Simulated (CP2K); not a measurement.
The system is Bi.

```
Bi
1.0
     3.43194    0.00000    0.00000
    -1.14398    3.23566    0.00000
    -1.14398   -1.61783    2.80217
Bi
1
Direct
  0.00000 0.00000 0.00000
```

This isn't the form of Bi at room conditions, which is rhombohedral.

Base run:

* Program: CP2K 2026.2
* Functional: PBEsol
* Dispersion: D3(BJ)+ATM
* Potentials or basis: POTENTIAL_UZH Bi GTH-PBE-q5; TZVP-MOLOPT-PBE-GTH basis
* Density cutoff: 6123 eV
* k mesh: 9 × 9 × 9
* Occupations: fermi-dirac, width 0.05 eV
* Spin: no spin polarisation

Its results: band gap on the k mesh none (metal or under the smearing width); pressure -2.3 GPa.

Problem. After a change of settings the same cell gave: band gap on the k mesh none (metal or under the smearing width); pressure 0.4 GPa. Which change was it?
A. dispersion from D3(BJ)+ATM to D4
B. dispersion from D3(BJ)+ATM to D3
C. dispersion from D3(BJ)+ATM to none
D. dispersion from D3(BJ)+ATM to D3(BJ)

Solution. C.

Dispersion adds attraction, which lowers the pressure at fixed volume and, as a term added to the energy, leaves the levels alone.

Caveats: the potentials were made for another functional, which shifts forces and pressure; spin-orbit coupling is left out, which moves the levels of the heavy elements; the basis of atomic orbitals isn't converged, which shifts pressures, moduli and gaps; pairwise dispersion overbinds metals, which lowers pressure and volume (some runs).
